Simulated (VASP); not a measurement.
# Se (R-3m) in VASP: further runs, part 2 of 2

VASP 6.6.1.

### Step 3. Relaxation of cell and atoms, PBE

This run uses another cell than the first one, of 22.51 Å³/atom, 1.989 times its volume.

Input file INCAR:

```
ALGO = Normal ; EDIFF = 1E-7
EDIFFG = -0.005 ; ENCUT = 520
GGA = PE ; IBRION = 2
ISIF = 3 ; ISMEAR = 0
LASPH = T ; LCHARG = F
LREAL = F ; LWAVE = F
NELM = 120 ; NSW = 60
POTIM = 0.3 ; PREC = Accurate
SIGMA = 0.1
```

Input file KPOINTS:

```
k-points
0
Gamma
  21 21 21
```

Input file POSCAR:

```
Se                                      
1.0
    2.0385641837      1.1769655818      1.5637088091
   -2.0385641837      1.1769655818      1.5637088091
   -0.0000000000     -2.3539311635      1.5637088091
  Se            
     1
Direct
     0.0000000000000000    0.0000000000000000    0.0000000000000000
```

Potentials or basis: VASP PAW PBE potentials, release 64 (Se).

Run with:

```console
cat potpaw_PBE.64/Se/POTCAR > POTCAR
mpirun -np 1 vasp_std > vasp.out
```

OUTCAR:

```text
EDIFF = 1E-7
   EDIFFG = -0.005
   ENCUT = 520
   GGA = PE
   IBRION = 2
   ISIF = 3
   ISMEAR = 0
   LASPH = T
   LREAL = F
   NELM = 120
   NSW = 60
   POTIM = 0.3
   PREC = Accurate

 ion  position               nearest neighbor table
   1  0.000  0.000  0.000-

  LATTYP: Found a trigonal (rhomboedric) cell.
 ALAT       =     2.8259825108
 COS(alpha) =    -0.0407342217

  Lattice vectors:

 A1 = (   2.0385641837,   1.1769655818,   1.5637088091)
 A2 = (  -2.0385641837,   1.1769655818,   1.5637088091)
 A3 = (   0.0000000000,  -2.3539311635,   1.5637088091)

Analysis of symmetry for initial positions (statically):
=====================================================================
 Subroutine PRICEL returns:
 Original cell was already a primitive cell.

 Routine SETGRP: Setting up the symmetry group for a
 trigonal (rhombohedral) supercell.

 Subroutine GETGRP returns: Found 12 space group operations
 (whereof 12 operations were pure point group operations)
 out of a pool of 12 trial point group operations.

The static configuration has the point symmetry D_3d.

Analysis of symmetry for dynamics (positions and initial velocities):
=====================================================================
 Subroutine PRICEL returns:
 Original cell was already a primitive cell.

 Routine SETGRP: Setting up the symmetry group for a
 trigonal (rhombohedral) supercell.

 Subroutine GETGRP returns: Found 12 space group operations
 (whereof 12 operations were pure point group operations)
 out of a pool of 12 trial point group operations.

The dynamic configuration has the point symmetry D_3d.

 Subroutine INISYM returns: Found 12 space group operations
 (whereof 12 operations are pure point group operations),
 and found     1 'primitive' translations

----------------------------------------------------------------------------------------

[... 140 lines left out ...]

  energy without entropy =       -3.32636845  energy(sigma->0) =       -3.32747550

------------------------ aborting loop because EDIFF is reached ----------------------------------------

  FORCE on cell =-STRESS in cart. coord.  units (eV):
  Direction    XX          YY          ZZ          XY          YZ          ZX
  --------------------------------------------------------------------------------------
  -------------------------------------------------------------------------------------
  Total        0.0048432      0.0048432      0.1624576      0.0000000      0.0000000      0.0000000
  in kB        0.3447024      0.3447024     11.5625983      0.0000000      0.0000000      0.0000000
  external PRESSURE =       4.0840011 kB  Pullay stress =       0.0000000 kB
[... 86 lines left out ...]
  FREE ENERGIE OF THE ION-ELECTRON SYSTEM (eV)
  ---------------------------------------------------
  free  energy   TOTEN  =        -3.3296297904 eV

  energy  without entropy=       -3.3274696668  energy(sigma->0) =       -3.32854973

[... ionic steps 4 to 8 ...]

--------------------------------------- Ionic step        9  -------------------------------------------

 number of electron       5.9999999 magnetization

------------------------ aborting loop because EDIFF is reached ----------------------------------------
[... 65 lines left out ...]
--------------------------------------- Ionic step       11  -------------------------------------------

 number of electron       5.9999999 magnetization

 Free energy of the ion-electron system (eV)
  ---------------------------------------------------
  ext. energy  EPLUGINS =         0.00000000
  ---------------------------------------------------
  free energy    TOTEN  =        -3.33227114 eV

  energy without entropy =       -3.33021554  energy(sigma->0) =       -3.33124334

 E-fermi :   4.6449     XC(G=0):  -9.8999

 val. band max:        4.6017157072   @ k =  -0.1429   0.2381   0.1429
 cond. band min:       4.6510931657   @ k =   0.2857   0.1429   0.0952
 fundamental gap:      0.0493774585
 Fermi energy:         4.6449077677

 k-point     1 :       0.0000    0.0000    0.0000
  band No.  band energies     occupation
      1     -11.3535      2.00000
      2       6.0279      0.00000
      3       6.0360      0.00000
      4       6.0360      0.00000
      5      12.4230      0.00000
      6      12.4230      0.00000
      7      12.4915      0.00000
[... 221 lines left out ...]
 k-point    24 :      -0.3810    0.0476    0.0000
  band No.  band energies     occupation
      1      -9.6677      2.00000
      2      -1.3399      2.00000
      3       6.8858      0.00000
      4       7.2300      0.00000
      5      14.3305      0.00000
      6      15.0192      0.00000
      7      17.6753      0.00000

 [... further k-points ...]

------------------------ aborting loop because EDIFF is reached ----------------------------------------

  FORCE on cell =-STRESS in cart. coord.  units (eV):
  Direction    XX          YY          ZZ          XY          YZ          ZX
  --------------------------------------------------------------------------------------
  -------------------------------------------------------------------------------------
  Total       -0.0028283     -0.0028283      0.0011160      0.0000000      0.0000000     -0.0000000
  in kB       -0.1997214     -0.1997214      0.0788044      0.0000000      0.0000000     -0.0000000
  external PRESSURE =      -0.1068794 kB  Pullay stress =       0.0000000 kB
[... 16 lines left out ...]
  FREE ENERGIE OF THE ION-ELECTRON SYSTEM (eV)
  ---------------------------------------------------
  free  energy   TOTEN  =        -3.3322711379 eV

  energy  without entropy=       -3.3302155416  energy(sigma->0) =       -3.33124334

 reached required accuracy - stopping structural energy minimisation
```

CONTCAR:

```text
Se
   1.00000000000000
     2.0028566782358181    1.1563498438277537    1.6327801519953942
    -2.0028566782358181    1.1563498438277537    1.6327801519953937
    -0.0000000000000000   -2.3126996875528985    1.6327801519920879
  Se
     1
Direct
     0.0000000000000000    0.0000000000000000    0.0000000000000000

  0.00000000E+00  0.00000000E+00  0.00000000E+00
```

It took 5.4 min on 1 thread of AMD EPYC 9R45 (Zen 5), shared host; peak memory 0.24 GiB.

Results:

```
Free energy                            : -3.3323 eV
Relaxed volume                         : 22.69 Å³/atom
Relaxed cell                           : a = 2.831 Å, b = 2.831 Å, c = 2.831 Å, α = 90.06°, β = 90.06°, γ = 90.06°
Space group after relaxing (to 0.05 Å) : Pm-3m (No. 221)
Energy gained by relaxing              : 3.7 meV/atom
Ionic steps                            : 11
Pressure after relaxing                : 0.0 GPa
Band gap on the k mesh                 : none (metal or under the smearing width)
```

The path:
| step | energy change (eV) | largest force (eV/Å) | pressure (GPa) | volume (Å³) |
| --- | --- | --- | --- | --- |
| 1 | 0.0000 | 0.0000 | 0.41 | 22.51 |
| 2 | -0.0006 | 0.0000 | 0.07 | 22.62 |
| 3 | -0.0010 | 0.0000 | -0.90 | 22.96 |
| 4 | -0.0012 | 0.0000 | -0.59 | 22.85 |
| 5 | -0.0016 | 0.0000 | -0.55 | 22.84 |
| 6 | -0.0027 | 0.0000 | -0.42 | 22.81 |
| 7 | -0.0037 | 0.0000 | -0.17 | 22.74 |
| 8 | -0.0037 | 0.0000 | -0.14 | 22.73 |
| 9 | -0.0037 | 0.0000 | -0.16 | 22.74 |
| 10 | -0.0037 | 0.0000 | 0.02 | 22.68 |
| 11 | -0.0037 | 0.0000 | -0.01 | 22.69 |

Final structure:
```
CELL_PARAMETERS angstrom
2.00286 1.15635 1.63278
-2.00286 1.15635 1.63278
0.00000 -2.31270 1.63278
ATOMIC_POSITIONS crystal
Se 0.00000 0.00000 0.00000
```

Levels at points of the mesh, in eV from the Fermi level:
```tsv
k point	band 1	band 2	band 3	band 4	band 5	band 6
(0.00, 0.00, 0.00)	-16.00	1.38	1.39	1.39	7.78	7.78
```
